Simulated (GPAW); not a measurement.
Crystal: Ga.

```
Ga
1.0
    -1.38440    1.38440    2.31122
     1.38440   -1.38440    2.31122
     1.38440    1.38440   -2.31122
Ga
1
Direct
  0.00000 0.00000 0.00000
```

This isn't the form of Ga at room conditions, which is orthorhombic.

Base run:

| Property | Result |
| --- | --- |
| Program | GPAW 26.7.0 |
| Functional | LDA |
| Potentials or basis | the program's PAW data sets (release 1.2.1) made for this functional |
| Cutoff | 600 eV |
| Basis | pw |
| k mesh | 13 × 13 × 13 |
| Occupations | fermi-dirac, width 0.05 eV |
| Spin | no spin polarisation |

Its results: pressure -2.0 GPa.

**Question.** The run is repeated on the same cell with these changes: cutoff from 600 eV to 450 eV; k mesh from 13 × 13 × 13 to 11 × 11 × 11. What comes out?

**Answer.** Pressure -1.5 GPa.

Caveats: the cutoff is short for stress and forces, so pressures can be off by a GPa or more (some runs).

Not every run made on this cell is shown here.
